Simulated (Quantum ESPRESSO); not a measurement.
Crystal: CuI (Marshite).

```xyz
2
Lattice="0.0000 3.0315 3.0315 3.0315 0.0000 3.0315 3.0315 3.0315 0.0000" Properties=species:S:1:pos:R:3 pbc="T T T"
I     0.0000    0.0000    0.0000
Cu    4.5473    4.5473    4.5473
```

Base run:

```yaml
Program: Quantum ESPRESSO 7.5
Functional: PBE
Potentials_or_basis: GBRV 1.5 PBE
Cutoff: 762 eV
Density_cutoff: 6095 eV
k_mesh: 6 × 6 × 6, shifted
Occupations: fermi-dirac, width 0.05 eV
Spin: no spin polarisation
```

Its results: pressure 0.2 GPa; electronic dielectric tensor (diagonal) 6.39.

The run is repeated on the same cell with these changes: functional from PBE to BLYP. What comes out?

Pressure 3.4 GPa; electronic dielectric tensor (diagonal) 6.23.

BLYP binds less tightly than PBE, so the same cell stands under more pressure.

Caveats: the potentials were made for another functional, which shifts forces and pressure (some runs); the cell is more than 3 GPa from zero pressure, which shifts response properties (some runs).
